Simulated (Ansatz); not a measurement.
## H: all-electron results

```
H
1.0
     0.00000    1.14184    1.14184
     1.14184    0.00000    1.14184
     1.14184    1.14184    0.00000
H
1
Cartesian
  0.0000 0.0000 0.0000
```

The cell was built from the fcc type and relaxed in the same program, and has space group Fm-3m; it needn't be a known or the stable phase.

The calculation used DFT, PBE, all-electron LAPW, scalar-relativistic (Ansatz 0.2.0).

Sampling and basis: a Γ-centred 20×20×20 k mesh, Fermi–Dirac smearing of 0.05 eV, basis error target 1 meV/atom, no spin polarisation.

| Item | Value |
| --- | --- |
| Band gap | none: with an odd electron count and no spin polarisation the bands can't all be full, a metal in this set-up (spin order or a larger cell could open a gap) |
| Volume per atom | 2.98 Å³ |

**Question.** Density of states at the Fermi level (0.2 eV bin): what does the calculation give?

**Answer.** 0.11 states/eV per cell.

**Question.** Predict this quantity. Pressure at this cell.

**Answer.** -0.32 GPa.
